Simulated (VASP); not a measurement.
```yaml
crystal:
  lattice:
    - [0.00000, 2.50209, 2.50209]
    - [2.50209, 0.00000, 2.50209]
    - [2.50209, 2.50209, 0.00000]
  atoms:
    - { symbol: In, position: [0.00000, 0.00000, 0.00000] }
    - { symbol: N, position: [0.25000, 0.25000, 0.25000] }
```

Calculation: r2SCAN meta-GGA, VASP's PBE PAW potentials (set 64) (plane waves; VASP 6.6.1). Numerical set-up: 520 eV cut-off, 14×14×14 Γ-centred mesh, tetrahedra with Blöchl corrections, potentials In_d N.

Unless said otherwise, spin-orbit coupling is left out, though it shifts the bands of the heavy elements here.

Task: Predict the energy per atom (σ→0), band gap (over mesh and band path) with the smallest direct gap where there is one.

Result: 
```yaml
band gap (over mesh and band path): none (metal, semimetal or under 0.01 eV)
energy per atom (σ→0): -15.958 eV/atom
```

The compound is InN in the zinc blende structure, a metastable form; wurtzite is the usual one. It was relaxed first.
